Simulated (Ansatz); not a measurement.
# MoS2 (R3m) in Ansatz: further runs, part 2 of 2

Ansatz 0.2.0.

**5. Band structure, RPBE**

Input file input.yaml:

```yaml
crystal:
  lattice:
    - [1.58, 0.9122134253, 6.15]
    - [-1.58, 0.9122134253, 6.15]
    - [0.0, -1.8244268506, 6.15]
  atoms:
    - { symbol: Mo, position: [0.0, 0.0, 0.0] }
    - { symbol: S, position: [0.417, 0.417, 0.417] }
    - { symbol: S, position: [0.25, 0.25, 0.25] }
hamiltonian:
  xc: rpbe
  pseudopotentials: { kind: paw }
kpoints:
  mp_grid: { grid: [6, 6, 6] }
  band_path:
    path:
      - [[0.0, 0.0, 0.0], [0.5, 0.0, 0.0], [0.5, 0.181334009, -0.181334009]]
      - [[0.818665991, 0.5, 0.181334009], [0.5, 0.5, 0.5], [0.0, 0.0, 0.0], [0.3406670045, 0.0, -0.3406670045]]
      - [[0.6593329955, 0.3406670045, 0.0], [0.5, 0.5, 0.0], [0.6593329955, 0.6593329955, 0.181334009], [0.5, 0.5, 0.5]]
      - [[0.5, 0.0, 0.0], [0.818665991, 0.3406670045, 0.3406670045]]
    npoints: 14
scf:
  occupations: { method: fermi_dirac, width: 0.05 }
  n_extra_bands: 7
output:
  forces: true
  stress: true
  eigenvalues: true
  fatbands: false
  write_density: true
  write_potential: true
  elf: true
  volumetric_format: npy
```

Potentials or basis: Ansatz PAW.

Command:

```bash
ansatz run input.yaml --threads 2 --pin off --max-ram 5632MiB --backend cpu --events-out ev --progress --plain --runs-dir out
```

The program printed:

```text
Warning: RAYON_NUM_THREADS=2 ignored (pool sized by the plan → 2); use --threads N
basis.fft_grid_basis auto: the FFT boxes are laid along the combinations [[1, -1, 0], [0, 1, 0], [0, -1, 1]] of the cell's own vectors, 3.160, 6.415 and 3.160 Å long. The dense box has 24×45×24 points. Along the cell's own vectors, as sized, it would have 45×45×45, 3.52 times as many. Of the 6 symmetry operations that the crystal satisfies within crystal.symmetry.tolerance (time reversal apart; of a slab, those that keep its plane) the dense box along the cell's own vectors carries 6, and the one as laid loses 4 of those. basis.fft_grid_basis: typed keeps the cell's own vectors: state it where this run's energies or levels are differenced outside the engine with another run's, or held beside a run that keeps those vectors. Those combinations have planes normal to reciprocal vector 3, as the cell's own vectors have. Each planar average written beside output.write_density, output.write_potential has a row for each plane of the box: 24. The volumetric files lie along those combinations, not along the cell's own vectors: a cube or XSF file states them, and fields.json those of NumPy files.
scf.n_extra_bands = 7 over 13 filled bands (N_el = 26.0): the run solves 20 bands
Engine: ansatz 0.2.0, x86_64-unknown-linux-gnu
Pseudopotentials: kind: paw
Pseudopotential: Mo, paw, valence charge 14, recommended cutoff 420 eV (normal), Mo.paw.azcp
Pseudopotential: S, paw, valence charge 6, recommended cutoff 420 eV (normal), S.paw.azcp
Functional definition: RPBE
  parameter kappa = 0.804
  parameter beta = 0.06672455060314922
  exchange = rpbe_x(kappa = kappa, mu = beta*pi^2/3)
  correlation = pbe_c(beta = beta)
Crystal: 3 atoms, lattice volume = 53.184 Å³
Basis set: ecut = 420 eV, 1011 PW (Γ), FFT grids on a1−a2, a2, −a2+a3, exchange–correlation on 48×90×48 points (8 copies of the dense FFT grid, shifted against one another)
Bands: 20, of which v1, the nominal top of the filled ones, is band 13 counted from 1 (12 counted from 0)
Symmetry: 6 space group operations
Space group: R3m (ITA 160), of the structure as read, at distance tolerance 3.8e-5 Å
k-points: 32 of 216 (time reversal used)
Non-local potential: Mo, projectors of the file, l = 0: 3, l = 1: 2, l = 2: 2, l = 3: 1
Non-local potential: S, projectors of the file, l = 0: 2, l = 1: 2, l = 2: 2
PAW form: soft (Blöchl's): semilocal exchange-correlation on the pseudo side does not see the compensation charge
PAW frozen core: Mo, regenerated for the run's functional, and the local potential with it (the file was generated under x = pbe(κ = 0.804, μ = 0.2195149727645171), c = pbe(β = 0.06672455060314922))
PAW frozen core: S, regenerated for the run's functional, and the local potential with it (the file was generated under x = pbe(κ = 0.804, μ = 0.2195149727645171), c = pbe(β = 0.06672455060314922))
PAW one-centre angular grid: Mo, 590 points (default); XC on 64 Gauss nodes
PAW one-centre angular grid: S, 110 points (default); XC on 64 Gauss nodes
Initial density: superposition of atomic densities (neutral atoms: chi_scale 0, normalization atom), corrected by the library's trained network
Initial wavefunctions: pseudopotential atomic-orbital guess
Functional: x = rpbe, c = pbe(β = 0.06672455060314922)
SCF iter   1: F=—  HF=-6776.532303 eV  |F-HF|=—  |Δ(HF+E_count)|=         —  Δρ=6.02e-3  dr2=5.47e-3  ethr=1.77e-3  ⟨swp⟩=6.1  Hψ=3593  notcnv=0  defer=1
preconditioner: auto → none  [insulator: Δε(μ)=0.937 eV  Ē_g=10.604 eV  σ=0.050 eV  W_gap=1.00  n_scr=16 (ndim 8)  ℏωp=21.6 eV  f_vac=0.016  D(μ)=0.00/eV (n_scr^D=0)  ε∞_Penn≈5.2]
SCF iter   2: F=—  HF=-6776.538194 eV  |F-HF|=—  |Δ(HF+E_count)|=   5.89e-3  Δρ=3.34e-3  dr2=3.17e-3  ethr=2.11e-5  ⟨swp⟩=2.0  Hψ=1280  notcnv=0  defer=53
SCF iter   3: F=—  HF=-6776.541691 eV  |F-HF|=—  |Δ(HF+E_count)|=   3.50e-3  Δρ=2.86e-3  dr2=1.02e-2  ethr=1.22e-5  ⟨swp⟩=2.8  Hψ=1144  notcnv=0  defer=53  recentre
SCF iter   4: F=—  HF=-6776.540948 eV  |F-HF|=—  |Δ(HF+E_count)|=   7.43e-4  Δρ=7.11e-4  dr2=3.18e-4  ethr=1.22e-5  ⟨swp⟩=2.0  Hψ=768  notcnv=0  defer=53
SCF iter   5: F=—  HF=-6776.541056 eV  |F-HF|=—  |Δ(HF+E_count)|=   1.08e-4  Δρ=1.11e-4  dr2=1.12e-5  ethr=1.22e-6  ⟨swp⟩=2.2  Hψ=815  notcnv=0  defer=53
SCF iter   6: F=—  HF=-6776.541058 eV  |F-HF|=—  |Δ(HF+E_count)|=   2.35e-6  Δρ=6.78e-5  dr2=2.21e-6  ethr=4.30e-8  ⟨swp⟩=2.1  Hψ=806  notcnv=0  defer=53
SCF iter   7: F=—  HF=-6776.541062 eV  |F-HF|=—  |Δ(HF+E_count)|=   3.50e-6  Δρ=2.09e-5  dr2=3.13e-7  ethr=8.51e-9  ⟨swp⟩=2.1  Hψ=865  notcnv=0  defer=53
SCF iter   8: F=-6776.541062 eV  HF=-6776.541062 eV  |F-HF|=5.43e-8  |Δ(HF+E_count)|=   5.45e-7  Δρ=5.37e-6  dr2=1.01e-8  ethr=3.85e-10  ⟨swp⟩=14.0  Hψ=4771  notcnv=0
SCF 1 converged in 8 iterations: F = -6776.541062 eV  dr2 = 1.01e-8
NSCF: frozen V_eff on 130 k-points
SCF converged after 8 iterations
Free energy (F): -6776.541062 eV
Harris-Foulkes:  -6776.541062 eV  (|F-HF|=5.43e-8)
Internal energy: -6776.541059 eV  (E = F + TS)
E sigma→0 (E₀):  -6776.541061 eV
Entropy (-TS):   -0.000003 eV (-0.001 meV/atom)
Fermi energy:    11.580415 eV
--- Per-component energies (eV) ---
  E_band       = -152.059181
  E_kinetic    = 657.861768
  E_local      = -1987.822153  (includes V_loc(G=0)·N_el)
  E_nonlocal   = 197.497852
  E_hartree    = 769.123512
  E_xc         = -379.788554
  E_vxc        = -405.821972  (∫ρ·V_xc dr)
  E_paw        = -4414.846708  (= ΣΔE_a)
  E_vpaw       = -152.023240  (= ΣTr[D̂ρ^β])
  E_aug_tail   = 0.000042  (compensation charges beyond the density's cutoff)
  E_ewald      = -1618.402598
  E_core_change = -0.164219  (= ΣΔE_core)
  E_smearing   = -0.000003  (= −TS)
  E_closure    = 0.000000  (closes the sum)
  Σ components = -6776.541062   (vs F -6776.541062, Δ=0.00e0)
--- Forces (eV/Å), atoms counted from 1 ---
  atom   1  Mo     0.00000000    -0.00000000     0.08749089
  atom   2  S     -0.00000000     0.00000000     0.51189251
  atom   3  S      0.00000000    -0.00000000    -0.59941737
  max |Σ_I F_I| component: 3.40e-5 eV/Å
--- Stress (GPa, compression-positive) ---
        7.212730       0.000000       0.000000
        0.000000       7.212730       0.000000
       -0.000000       0.000000       9.768364
  P = ⅓ Tr σ = 8.0646 GPa (80.646 kbar)
--- Band table (eV; the first three rows and the last of 32) ---
  k-point 0: bands = ["-50.4073", "-24.5700", "-24.3406", "-24.3406", "-3.9566", "-2.2422", "4.1887", "7.6991", "7.6991", "8.8298", "8.8298", "9.8970", "10.0302", "13.1996", "13.1996", "13.6167", "13.6167", "16.7257", "19.3204", "19.7900"]
  k-point 1: bands = ["-50.3969", "-24.5492", "-24.4444", "-24.3642", "-3.5399", "-2.1168", "4.6357", "6.9466", "7.7306", "8.1256", "8.2618", "9.8324", "10.0498", "12.6828", "13.2232", "13.2896", "13.8049", "18.2660", "19.7776", "20.3388"]
  k-point 2: bands = ["-50.3761", "-24.6470", "-24.5075", "-24.4109", "-2.5632", "-1.8282", "4.8676", "6.1338", "6.4307", "7.4359", "9.0392", "9.1037", "9.3937", "12.6473", "12.7776", "14.2787", "14.4965", "18.1914", "18.6613", "19.0066"]
  k-point 31: bands = ["-50.4073", "-24.5701", "-24.3406", "-24.3406", "-3.7164", "-2.6496", "5.1439", "7.6849", "7.6849", "7.7232", "8.8571", "8.8571", "11.1744", "13.2940", "13.2940", "13.4845", "13.4845", "16.7897", "19.7684", "21.0695"]
```

Wall time 3.9 s (2 threads of Intel Xeon Platinum 8488C (Sapphire Rapids), shared host); peak memory 0.39 GiB.

What came out:

```yaml
Free_energy: -6776.5411 eV
Pressure: 8.1 GPa
Largest_force: 0.599 eV/Å
Band_gap_on_the_k_mesh: 0.94 eV, indirect (least direct gap 1.71 eV)
Band_gap_along_the_path: 0.94 eV, indirect (least direct gap 1.71 eV)
```

Forces on the atoms (eV/Å):
```
Mo   0.000  0.000  0.087
S    0.000  0.000  0.512
S    0.000  0.000 -0.599
```

Levels at the corners of the path, in eV from the valence-band top:
| point | band 10 | band 11 | band 12 | band 13 | band 14 | band 15 | band 16 | band 17 |
| --- | --- | --- | --- | --- | --- | --- | --- | --- |
| Γ | -2.34 | -2.34 | -1.28 | -1.14 | 2.03 | 2.03 | 2.44 | 2.44 |
| L | -4.07 | -2.36 | -1.68 | -1.49 | 1.58 | 2.03 | 3.50 | 3.50 |
| B1 | -4.42 | -3.78 | -2.84 | -0.79 | 0.98 | 2.34 | 3.02 | 4.27 |
| B | -4.42 | -3.78 | -2.84 | -0.79 | 0.98 | 2.34 | 3.02 | 4.27 |
| Z | -3.45 | -2.32 | -2.32 | 0.00 | 2.12 | 2.12 | 2.31 | 2.31 |
| Γ | -2.34 | -2.34 | -1.28 | -1.14 | 2.03 | 2.03 | 2.44 | 2.44 |
| X | -4.43 | -3.71 | -2.89 | -0.77 | 0.95 | 2.35 | 3.01 | 4.28 |
| Q | -4.43 | -3.71 | -2.89 | -0.77 | 0.95 | 2.35 | 3.01 | 4.28 |
| F | -4.00 | -2.91 | -1.86 | -1.32 | 1.54 | 2.14 | 3.05 | 3.91 |
| P1 | -4.01 | -2.80 | -1.82 | -1.35 | 1.55 | 2.17 | 3.12 | 3.80 |
| Z | -3.45 | -2.32 | -2.32 | 0.00 | 2.12 | 2.12 | 2.31 | 2.31 |
| L | -4.07 | -2.36 | -1.68 | -1.49 | 1.58 | 2.03 | 3.50 | 3.50 |
| P | -4.01 | -2.80 | -1.82 | -1.35 | 1.55 | 2.17 | 3.12 | 3.80 |

Caveat: the PAW data sets come from PBE, with cores solved anew for the run's functional, which leaves a small shift of forces and pressure.

**6. Band structure, revPBE**

Edit input.yaml of step 5 so:

```diff
@@ -10,3 +10,3 @@
 hamiltonian:
-  xc: rpbe
+  xc: revpbe
   pseudopotentials: { kind: paw }
@@ -28,3 +28,3 @@
   eigenvalues: true
-  fatbands: false
+  fatbands: true
   write_density: true
```

Potentials or basis: Ansatz PAW.

Command:

```bash
ansatz run input.yaml --threads 2 --pin off --max-ram 5632MiB --backend cpu --events-out ev --progress --plain --runs-dir out
```

The program printed:

```text
Warning: RAYON_NUM_THREADS=2 ignored (pool sized by the plan → 2); use --threads N
basis.fft_grid_basis auto: the FFT boxes are laid along the combinations [[1, -1, 0], [0, 1, 0], [0, -1, 1]] of the cell's own vectors, 3.160, 6.415 and 3.160 Å long. The dense box has 24×45×24 points. Along the cell's own vectors, as sized, it would have 45×45×45, 3.52 times as many. Of the 6 symmetry operations that the crystal satisfies within crystal.symmetry.tolerance (time reversal apart; of a slab, those that keep its plane) the dense box along the cell's own vectors carries 6, and the one as laid loses 4 of those. basis.fft_grid_basis: typed keeps the cell's own vectors: state it where this run's energies or levels are differenced outside the engine with another run's, or held beside a run that keeps those vectors. Those combinations have planes normal to reciprocal vector 3, as the cell's own vectors have. Each planar average written beside output.write_density, output.write_potential has a row for each plane of the box: 24. The volumetric files lie along those combinations, not along the cell's own vectors: a cube or XSF file states them, and fields.json those of NumPy files.
scf.n_extra_bands = 7 over 13 filled bands (N_el = 26.0): the run solves 20 bands
[... 4 set-up lines as earlier in the session ...]
Functional definition: revPBE
  parameter kappa = 1.245
[... 3 set-up lines as earlier in the session ...]
Crystal: 3 atoms, lattice volume = 53.184 Å³
Basis set: ecut = 420 eV, 1011 PW (Γ), FFT grids on a1−a2, a2, −a2+a3, exchange–correlation on 48×90×48 points (8 copies of the dense FFT grid, shifted against one another)
Bands: 20, of which v1, the nominal top of the filled ones, is band 13 counted from 1 (12 counted from 0)
[... 2 set-up lines as earlier in the session ...]
k-points: 32 of 216 (time reversal used)
[... 9 set-up lines as earlier in the session ...]
Functional: x = revpbe(κ = 1.245, μ = 0.2195149727645171), c = pbe(β = 0.06672455060314922)
SCF iter   1: F=—  HF=-6772.592121 eV  |F-HF|=—  |Δ(HF+E_count)|=         —  Δρ=5.83e-3  dr2=4.78e-3  ethr=1.77e-3  ⟨swp⟩=6.0  Hψ=3588  notcnv=0  defer=1
preconditioner: auto → none  [insulator: Δε(μ)=0.934 eV  Ē_g=10.595 eV  σ=0.050 eV  W_gap=1.00  n_scr=16 (ndim 8)  ℏωp=21.6 eV  f_vac=0.016  D(μ)=0.00/eV (n_scr^D=0)  ε∞_Penn≈5.2]
SCF iter   2: F=—  HF=-6772.597761 eV  |F-HF|=—  |Δ(HF+E_count)|=   5.64e-3  Δρ=3.15e-3  dr2=2.14e-3  ethr=1.84e-5  ⟨swp⟩=2.0  Hψ=1266  notcnv=0  defer=49
SCF iter   3: F=—  HF=-6772.600854 eV  |F-HF|=—  |Δ(HF+E_count)|=   3.09e-3  Δρ=2.43e-3  dr2=7.04e-3  ethr=8.24e-6  ⟨swp⟩=2.6  Hψ=1086  notcnv=0  defer=49  recentre
SCF iter   4: F=—  HF=-6772.600485 eV  |F-HF|=—  |Δ(HF+E_count)|=   3.69e-4  Δρ=5.79e-4  dr2=5.16e-4  ethr=8.24e-6  ⟨swp⟩=2.0  Hψ=801  notcnv=0  defer=49
SCF iter   5: F=—  HF=-6772.600455 eV  |F-HF|=—  |Δ(HF+E_count)|=   2.99e-5  Δρ=1.08e-4  dr2=1.21e-5  ethr=1.98e-6  ⟨swp⟩=2.0  Hψ=677  notcnv=0  defer=49
SCF iter   6: F=—  HF=-6772.600457 eV  |F-HF|=—  |Δ(HF+E_count)|=   1.11e-6  Δρ=6.45e-5  dr2=2.16e-6  ethr=4.66e-8  ⟨swp⟩=2.2  Hψ=822  notcnv=0  defer=49
SCF iter   7: F=—  HF=-6772.600459 eV  |F-HF|=—  |Δ(HF+E_count)|=   2.83e-6  Δρ=1.95e-5  dr2=4.59e-7  ethr=8.29e-9  ⟨swp⟩=2.0  Hψ=864  notcnv=0  defer=49
SCF iter   8: F=-6772.600460 eV  HF=-6772.600460 eV  |F-HF|=5.01e-8  |Δ(HF+E_count)|=   2.37e-7  Δρ=5.23e-6  dr2=9.19e-9  ethr=3.85e-10  ⟨swp⟩=13.7  Hψ=4719  notcnv=0
SCF 1 converged in 8 iterations: F = -6772.600460 eV  dr2 = 9.19e-9
NSCF: frozen V_eff on 130 k-points
SCF converged after 8 iterations
Free energy (F): -6772.600460 eV
Harris-Foulkes:  -6772.600460 eV  (|F-HF|=5.01e-8)
Internal energy: -6772.600456 eV  (E = F + TS)
E sigma→0 (E₀):  -6772.600458 eV
Entropy (-TS):   -0.000004 eV (-0.001 meV/atom)
Fermi energy:    11.556260 eV
--- Per-component energies (eV) ---
  E_band       = -152.640977
  E_kinetic    = 657.873806
  E_local      = -1988.254690  (includes V_loc(G=0)·N_el)
  E_nonlocal   = 197.992721
  E_hartree    = 769.011135
  E_xc         = -379.619147
  E_vxc        = -405.855166  (∫ρ·V_xc dr)
  E_paw        = -4411.081106  (= ΣΔE_a)
  E_vpaw       = -152.418486  (= ΣTr[D̂ρ^β])
  E_aug_tail   = 0.000040  (compensation charges beyond the density's cutoff)
  E_ewald      = -1618.402598
  E_core_change = -0.120617  (= ΣΔE_core)
  E_smearing   = -0.000004  (= −TS)
  E_closure    = 0.000000  (closes the sum)
  Σ components = -6772.600460   (vs F -6772.600460, Δ=0.00e0)
--- Forces (eV/Å), atoms counted from 1 ---
  atom   1  Mo     0.00000000    -0.00000000     0.08729887
  atom   2  S      0.00000000     0.00000000     0.48968403
  atom   3  S      0.00000000    -0.00000000    -0.57700178
  max |Σ_I F_I| component: 1.89e-5 eV/Å
--- Stress (GPa, compression-positive) ---
        6.473550       0.000000      -0.000000
        0.000000       6.473550       0.000000
       -0.000000       0.000000       9.017203
  P = ⅓ Tr σ = 7.3214 GPa (73.214 kbar)
--- Band table (eV; the first three rows and the last of 32) ---
  k-point 0: bands = ["-50.4272", "-24.5908", "-24.3603", "-24.3603", "-3.9795", "-2.2626", "4.1591", "7.6751", "7.6751", "8.8069", "8.8069", "9.8768", "10.0005", "13.1758", "13.1758", "13.5943", "13.5943", "16.6840", "19.2785", "19.7303"]
  k-point 1: bands = ["-50.4168", "-24.5701", "-24.4642", "-24.3839", "-3.5624", "-2.1372", "4.6069", "6.9220", "7.7071", "8.1021", "8.2387", "9.8085", "10.0279", "12.6529", "13.2003", "13.2621", "13.7814", "18.2239", "19.7374", "20.2972"]
  k-point 2: bands = ["-50.3959", "-24.6670", "-24.5283", "-24.4306", "-2.5846", "-1.8484", "4.8402", "6.1087", "6.4075", "7.4126", "9.0172", "9.0823", "9.3683", "12.6162", "12.7535", "14.2497", "14.4725", "18.1471", "18.6137", "18.9684"]
  k-point 31: bands = ["-50.4272", "-24.5909", "-24.3603", "-24.3603", "-3.7382", "-2.6721", "5.1204", "7.6610", "7.6610", "7.6882", "8.8342", "8.8342", "11.1531", "13.2706", "13.2706", "13.4618", "13.4618", "16.7516", "19.7312", "21.0399"]
```

bands.tsv:

```text
[... 151 lines left out ...]
7.218228	-61.941870	-36.320897	-36.063896	-36.009763	-13.480057	-13.306116	-7.051348	-6.101452	-5.295544	-4.424959	-3.127342	-2.199003	-1.766896	1.145514	1.745199	2.762321	3.342687	5.121455	6.767677	7.868637
7.242820	-61.941896	-36.320656	-36.063945	-36.009704	-13.473827	-13.315450	-7.039964	-6.111710	-5.273771	-4.419089	-3.165296	-2.212424	-1.758495	1.141953	1.753383	2.728888	3.371611	5.181369	6.806601	7.854254
7.267411	-61.941923	-36.320396	-36.064002	-36.009640	-13.467754	-13.324720	-7.029232	-6.120839	-5.252734	-4.413418	-3.200470	-2.225164	-1.751787	1.138568	1.758947	2.699052	3.398867	5.246718	6.841281	7.814147
```

fatbands.tsv:

```text
# ik	k_distance	band	e_minus_ef	mo0_l0_4S	mo0_l0_5S	mo0_l1_4P	mo0_l2_4D	s1_l0_3S	s1_l1_3P	s2_l0_3S	s2_l1_3P
# fermi_ev = 11.556260
# lock_threshold_ev = 1e-12
# [0, 0, 0] at k_distance = 0.000000
# [0.5, 0, 0] at k_distance = 1.160534
# [0.5, 0.181334009, -0.181334009] at k_distance = 1.881645
# [0.818665991, 0.5, 0.181334009] at k_distance = 1.881645
# [0.5, 0.5, 0.5] at k_distance = 3.148884
# [0, 0, 0] at k_distance = 3.659712
# [0.3406670045, 0, -0.3406670045] at k_distance = 5.014442
# [0.6593329955, 0.3406670045, 0] at k_distance = 5.014442
# [0.5, 0.5, 0] at k_distance = 5.648062
# [0.6593329955, 0.6593329955, 0.181334009] at k_distance = 5.825672
# [0.5, 0.5, 0.5] at k_distance = 6.923133
# [0.5, 0, 0] at k_distance = 6.923133
# [0.818665991, 0.3406670045, 0.3406670045] at k_distance = 7.267411
# jumps = 29 72 115
# n_points = 130
0	0.000000	0	-61.983427	0.963846	0.015657	0.000000	0.002702	0.001193	0.007630	0.001225	0.007731
0	0.000000	1	-36.147044	0.000000	0.000000	0.975001	0.000000	0.007704	0.004727	0.007801	0.004714
0	0.000000	2	-35.916566	0.000000	0.000000	0.997255	0.000006	0.000000	0.001293	0.000000	0.001325
0	0.000000	3	-35.916566	0.000000	0.000000	0.997255	0.000006	0.000000	0.001293	0.000000	0.001325
0	0.000000	4	-15.535750	0.016597	0.440179	0.000000	0.001560	0.266801	0.002909	0.268202	0.002979
0	0.000000	5	-13.818826	0.000000	0.000000	0.016632	0.000001	0.489750	0.001049	0.486999	0.001060
[... 2060 lines left out ...]
103	6.060842	4	-13.751980	0.002350	0.103551	0.013556	0.063483	0.377632	0.022306	0.392461	0.022496
103	6.060842	5	-13.508971	0.000013	0.000333	0.005252	0.184704	0.400665	0.010574	0.386658	0.010724
103	6.060842
```

Run time: 4.6 s. Hardware: 2 threads of Intel Xeon Platinum 8488C (Sapphire Rapids), shared host; peak memory 0.41 GiB.

What came out:

```yaml
Free_energy: -6772.6005 eV
Pressure: 7.3 GPa
Largest_force: 0.577 eV/Å
Band_gap_on_the_k_mesh: 0.93 eV, indirect (least direct gap 1.71 eV)
Band_gap_along_the_path: 0.93 eV, indirect (least direct gap 1.71 eV)
```

Forces in eV/Å, atoms in the order of the input:
```
Mo   0.000  0.000  0.087
S    0.000  0.000  0.490
S    0.000  0.000 -0.577
```

Stress tensor (GPa, compression positive):
```
6.47 0.00 0.00
0.00 6.47 0.00
0.00 0.00 9.02
```

Levels at the corners of the path, in eV from the valence-band top:
```csv
point,band 11,band 12,band 13,band 14,band 15,band 16
Γ,-2.35,-1.28,-1.15,2.02,2.02,2.44
L,-2.36,-1.68,-1.49,1.58,2.02,3.49
B1,-3.78,-2.83,-0.79,0.97,2.33,3.02
B,-3.78,-2.83,-0.79,0.97,2.33,3.02
Z,-2.32,-2.32,0.00,2.12,2.12,2.31
Γ,-2.35,-1.28,-1.15,2.02,2.02,2.44
X,-3.71,-2.89,-0.77,0.94,2.33,3.00
Q,-3.71,-2.89,-0.77,0.94,2.33,3.00
F,-2.92,-1.86,-1.32,1.54,2.14,3.04
P1,-2.80,-1.82,-1.35,1.54,2.16,3.10
Z,-2.32,-2.32,0.00,2.12,2.12,2.31
L,-2.36,-1.68,-1.49,1.58,2.02,3.49
P,-2.80,-1.82,-1.35,1.54,2.16,3.10
```

Caveat: the PAW data sets come from PBE, with cores solved anew for the run's functional, which leaves a small shift of forces and pressure. A hybrid or GW would open this gap; revPBE tends to underestimate it.

**7. The runs side by side**

| level | gap on the mesh (eV) | pressure (GPa) | largest force (eV/Å) |
| --- | --- | --- | --- |
| LDA | 0.87 | -2.4 | 0.09 |
| PBE | 0.92 | 5.3 | 0.53 |
| PBEsol | 0.90 | 0.3 | 0.27 |
| RPBE | 0.94 | 8.1 | 0.60 |
| revPBE | 0.93 | 7.3 | 0.58 |

Alike in all rows: task band structure; potentials or basis Ansatz PAW; no spin polarisation; cell as given; k mesh 6 × 6 × 6; cutoff (eV) 420; smearing fermi-dirac 0.05 eV.

On the cell as given the gap runs from 0.86 eV (LDA) to 0.94 eV (RPBE). The pressure there spans -2.4 GPa (LDA) to 8.1 GPa (RPBE); a positive pressure means that this level wants a larger cell, a negative one a smaller.

Caveats: the PAW data sets come from PBE, with cores solved anew for the run's functional, which leaves a small shift of forces and pressure (some runs).

Absolute energies hang on the potentials; compare differences alone.
